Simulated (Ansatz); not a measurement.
## A series in volume per atom on ZnAu

Results calculated with Ansatz 0.2.0, not measured. Plane-wave density functional theory, PAW datasets, Gaussian smearing 0.05 eV: one cell in which all forces lie under 0.002 eV/angstrom; stress (xx yy zz yz xz xy) and pressure positive in compression; site moments are of spin alone; formation energy from the elements run alike, uncorrected.

Cell of the first row (space group Pm-3m, No. 221):
```
cell vectors (Å)
   3.1575     0.0000     0.0000
   0.0000     3.1575     0.0000
   0.0000     0.0000     3.1575
atoms (fractions of the cell vectors)
Zn  0.50000  0.50000  0.50000
Au  0.00000  0.00000  0.00000
```

Settings of every row: paw set soft_2; functional PBE; spin treatment none; moment partition spheres; spin axis none; wave cutoff 420 eV; k mesh 6x6x6; SCF start atoms; lower state search light; symmetry use detected.

Atom first moment, atom hubbard u: 0 on all atoms.

Limits: coarse k-point mesh; no spin-orbit coupling, which can matter with elements this heavy.

```csv
row,volume per atom (Å³),pressure (GPa)
1,15.739,3.743
2,15.909,?
3,16.132,0.713
4,16.164,0.474
5,16.233,-0.021
```

Question: what pressure should row 2 give?

Worked fit of pressure. Take u = (V_r/V)^(2/3) − 1 with V_r = 16.148 Å³ an atom, which is twice the finite (Eulerian) strain; such expansions in the strain, on which the Birch-Murnaghan equation of state is built, carry the rest volume and the bulk modulus. The shown rows have u = 0.01725, 0.00066, -0.00066, -0.00349. Least squares give pressure = 0.5937 + 177.405 × u + 299.3 × u² GPa; a straight line predicts inner rows, each left out in turn, worse (root mean square 0.011 against 0.0054 GPa). The rows lie off it by 0.000, 0.002, -0.003, 0.001. The pressure vanishes at u = -0.0034, or V = 16.23 Å³ an atom, and there the bulk modulus at fixed shape and fractions is B = −V dP/dV = (2/3)(1 + u) dP/du = 117 GPa. The withheld row has u = 0.00999, so the fit gives 0.5937 + 177.405 × (0.00999) + 299.3 × (0.00999)² = 2.396 GPa.

The calculation gave 2.407 GPa. The fit lies 0.011 GPa (0.29 % of the column's range) below it; its largest miss of a shown row is 0.003 GPa.
